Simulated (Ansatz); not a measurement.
Crystal: Ge.

```
Ge
1.0
     0.00000    2.82891    2.82891
     2.82891    0.00000    2.82891
     2.82891    2.82891    0.00000
Ge
2
Direct
  0.75000 0.75000 0.75000
  0.50000 0.50000 0.50000
```

Base run:

| Quantity | Value |
| --- | --- |
| Program | Ansatz 0.2.0 |
| Functional | PBE0 form with a typed share of exact exchange |
| Potentials or basis | Ansatz PAW |
| Cutoff | 420 eV (not typed: the program's choice for these potentials) |
| k mesh | 5 × 5 × 5 |
| Occupations | fermi-dirac, width 0.05 eV |
| Spin | no spin polarisation |

Its results: band gap on the k mesh 2.95 eV, indirect (least direct gap 3.18 eV); pressure -1.6 GPa.

Q: The run is repeated on the same cell with these changes: share of exact exchange from 0.5 to 0. What comes out?

A: Band gap on the k mesh none (metal or under the smearing width); pressure 3.8 GPa.

Caveats: some runs use coarse meshes; odd divisions of the mesh miss points on the zone boundary, where band edges often lie, so the gap on the mesh can be too wide (some runs); the PAW data sets come from PBE, with cores solved anew for the run's functional, which leaves a small shift of forces and pressure (some runs); the thresholds are loose for stress (some runs); the PAW data sets were made with another functional, which shifts forces and pressure a little (some runs).

A k mesh can miss the band edges.
